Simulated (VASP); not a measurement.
LiH in VASP: the effect of exact exchange

Crystal: LiH.

```
Li H
1.0
     2.50699    0.00000    0.00000
     0.00000    2.50699    0.00000
     0.00000    0.00000    2.50699
Li H
1 1
Direct
  0.50000 0.50000 0.50000
  0.00000 0.00000 0.00000
```

The cell was built by a generator and needn't be a form met in nature.

Alike in all runs:

```yaml
Program: VASP 6.6.1
Task: single point
Functional: PBE0(alpha)
Potentials_or_basis: VASP PAW PBE potentials, release 64 (Li_sv, H)
Cutoff: 520 eV
k_mesh: 6 × 6 × 6
Occupations: fermi-dirac, width 0.05 eV
Spin: no spin polarisation
```

Q: One run gave: gap on the mesh 1.60 eV. Which exact exchange did it use?
A. 0.1
B. 0.05
C. 0.4
D. 0.15
E. 0.5

A: D.

| exact exchange | gap on the mesh (eV) |
| --- | --- |
| 0.05 | 1.01 |
| 0.1 | 1.31 |
| 0.15 | 1.60 |
| 0.2 | 1.90 |
| 0.25 | 2.19 |
| 0.3 | 2.49 |
| 0.4 | 3.09 |
| 0.5 | 3.70 |

A k mesh can miss the band edges.
